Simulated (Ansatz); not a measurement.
A relaxed cell of P is given with its symmetry left out. The cell was found from a structure generator's guess, not taken from experiment.

Level of theory: DFT PBE, scalar-relativistic, plane waves, PAW in Ansatz 0.2.0. Cutoff 420 eV, Γ-centred mesh, Gaussian smearing, no spin polarisation.

```
P
1.0
     7.20904    0.00000    0.00000
    -3.60452    6.24321    0.00000
     0.00000    0.00000    3.19983
P
6
Cartesian
  2.1659 3.7514 0.5333
  2.8773 0.0000 1.5999
  -1.4386 2.4918 2.6665
  -2.1659 3.7514 1.0666
  1.4386 2.4918 2.1332
  4.3318 0.0000 0.0000
```

Energies count from the standard state of P at the same level. The references include black phosphorus.

(1) What space group does it have?

(2) How far does it lie from the standard state of P?

(3) Is it a metal?

(4) From what recipe could a structure generator have reached it?

Results:

(1) P6_122 (No. 178). Conventional cell: a = 7.209 Å, c = 3.200 Å. P has 2 P at 2.16 Å.

(2) +0.28 eV/atom. It lies above the standard state, so it could only be metastable.

(3) Yes, bands cross the Fermi level on the 6×6×12 mesh.

(4) One such recipe: 4-connected net of one element (P6_122, No. 178). Other recipes can lead to the same cell.

The last run used a 6×6×12 mesh (in the run's order of axes) for its 6-atom cell and Gaussian smearing of 0.10 eV. Weakly bound directions are ill-defined at this level, which has no dispersion term. The reference form of P is held partly by dispersion forces, which this level lacks. A structure relaxed within its symmetry needn't be a true minimum.
